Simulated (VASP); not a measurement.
A run of VASP 6.6.1:

Contents of INCAR:

```
  PREC = Accurate
  ENCUT = 600
  EDIFF = 1E-6
  ISMEAR = 0
  SIGMA = 0.01
  LREAL = F
  LASPH = T
  NELM = 100
  ALGO = Normal
  ISIF = 3
  LWAVE = F
  LCHARG = F
  GGA = PE
  IBRION = 2
  NSW = 80
  EDIFFG = -0.001
```

The input KPOINTS:

```
Automatic mesh
0
Gamma
  8 8 8
```

POSCAR

```
AlP
1.0
    0.0000000000      2.7534005788      2.7534005788
    2.7534005788      0.0000000000      2.7534005788
    2.7534005788      2.7534005788      0.0000000000
Al P
1 1
Direct
    0.0000000000      0.0000000000      0.0000000000
    0.2500000000      0.2500000000      0.2500000000
```

Potentials or basis: VASP PAW PBE potentials, release 64 (Al, P).

Command:

```bash
$ cat potpaw_PBE.64/Al/POTCAR potpaw_PBE.64/P/POTCAR > POTCAR
$ mpirun -np 1 vasp_std > vasp.out
```

Hardware: 1 thread of AMD EPYC 9R45 96-Core Processor (Zen 5) (shared host).

Question: Estimate the wall time of this run.

Answer: It took 9.7 s on 1 thread of AMD EPYC 9R45 96-Core Processor (Zen 5), with other jobs on the host, peak memory 0.14 GiB. Counts: scf iterations 20, k points 29, ion steps 4.
